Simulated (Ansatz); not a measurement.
## Property card for MnSb

Level of theory: Ansatz 0.2.0, DFT r2SCAN, scalar-relativistic, plane waves, PAW.

Cutoff 500 eV; k points 12×12×8 on the computed 4-atom cell (Γ-centred); Gaussian smearing, width 0.10 eV; collinear spin from starting moments 4.28 4.28 -0.19 -0.19 μB.

The structure is relaxed at this level of theory with its symmetry kept. Whether it is the stable form of this composition wasn't checked.

The structure is hexagonal, space group P6_3/mmc (No. 194). The conventional cell has a = 4.148 Å, b = 4.148 Å, c = 5.803 Å, α = 90.00°, β = 90.00°, γ = 120.00°. Mn (site symmetry -3m) is surrounded by 6 Sb at 2.80 Å and 2 Mn at 2.90 Å. Sb (site symmetry -6m2) has 6 Mn at 2.80 Å as nearest neighbours.

| Quantity | Value |
| --- | --- |
| Volume per atom | 21.61 Å³ |
| Formation energy from the elements' standard states (uncorrected) | -0.289 eV/atom |
| Generalised Kohn–Sham band gap | none (metal) |
| Density of states at the Fermi level | 1.60 states/eV per cell |
| Löwdin character within 0.5 eV of the Fermi level | Mn 3d 48 %, Sb 5p 39 %, unprojected 6 % |
| Bader charges (e) | Mn (2 in the cell) 0.64, Sb (2 in the cell) -0.64 |
| Total moment | 7.45 μB per cell |
| Site moments (μB; atoms counted from 1 over the whole cell) | Mn (atom 1) 3.89, Mn (atom 2) 3.89, Sb (atom 3) -0.17, Sb (atom 4) -0.17 |

The state reached may not be the lowest one. Spin-orbit coupling is left out, which matters for the bands of heavy elements. Only parallel moments were tried here.

Only this magnetic start was tried.

Cost: 1 run of about 3.6 core-minutes, on Arm Neoverse V2 (shared hosts).